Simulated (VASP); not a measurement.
**CoSi2: relaxation of cell and atoms with LDA**

The system is CoSi2.

```
Co Si
1.0
     0.00000    2.67800    2.67800
     2.67800    0.00000    2.67800
     2.67800    2.67800    0.00000
Co Si
1 2
Direct
  0.00000 0.00000 0.00000
  0.25000 0.25000 0.25000
  0.75000 0.75000 0.75000
```

```yaml
Program: VASP 6.6.1
Task: relaxation of cell and atoms
Functional: LDA
Potentials_or_basis: VASP PAW LDA potentials, release 64 (Co, Si)
Cutoff: 600 eV
k_mesh: 12 × 12 × 12
Occupations: methfessel-paxton, width 0.1 eV
Spin: no spin polarisation
Further_INCAR_settings: ALGO = Normal; EDIFF = 1e-06; IBRION = 2; EDIFFG = -0.01; NSW = 90; ISIF = 3
```

```json
{
  "Relaxed volume": "12.23 Å³/atom",
  "Relaxed cell": "a = 3.730 Å, b = 3.730 Å, c = 3.730 Å, α = 60.00°, β = 60.00°, γ = 60.00°",
  "Space group after relaxing (to 0.05 Å)": "Fm-3m (No. 225)",
  "Energy gained by relaxing": "15.4 meV/atom",
  "Ionic steps": "4",
  "Pressure after relaxing": "0.0 GPa",
  "Band gap on the k mesh": "none (metal or under the smearing width)"
}
```

Step by step:
```tsv
step	energy change (eV)	largest force (eV/Å)	pressure (GPa)	volume (Å³)
1	0.0000	0.0000	-8.38	38.41
2	0.0230	0.0000	12.13	34.81
3	-0.0462	0.0000	-0.16	36.73
4	-0.0462	0.0000	-0.01	36.70
```

Final structure:
```xyz
3
Lattice="0.0000 2.6377 2.6377 2.6377 0.0000 2.6377 2.6377 2.6377 0.0000" Properties=species:S:1:pos:R:3 pbc="T T T"
Co    0.0000    0.0000    0.0000
Si    1.3188    1.3188    1.3188
Si    3.9565    3.9565    3.9565
```

Levels at points of the mesh, in eV from the Fermi level:
```tsv
k point	band 5	band 6	band 7	band 8	band 9	band 10	band 11	band 12
(0.00, 0.00, 0.00)	-2.06	-2.06	1.14	3.49	3.49	3.61	3.61	3.61
(0.50, 0.00, 0.00)	-2.31	-1.77	-1.77	-0.45	-0.45	2.79	3.57	3.57
(0.50, 0.50, 0.00)	-3.73	-2.12	-2.12	-2.04	-1.44	1.74	2.95	8.67
```

Wall time 2.4 min on 1 thread of AMD EPYC 7R43 64-Core Processor (Zen 3), with other jobs on the host, peak memory 0.15 GiB.

Spin polarisation is off, so any magnetic state and its effect on volume and gap are missing. LDA usually gives volumes a few per cent too small.
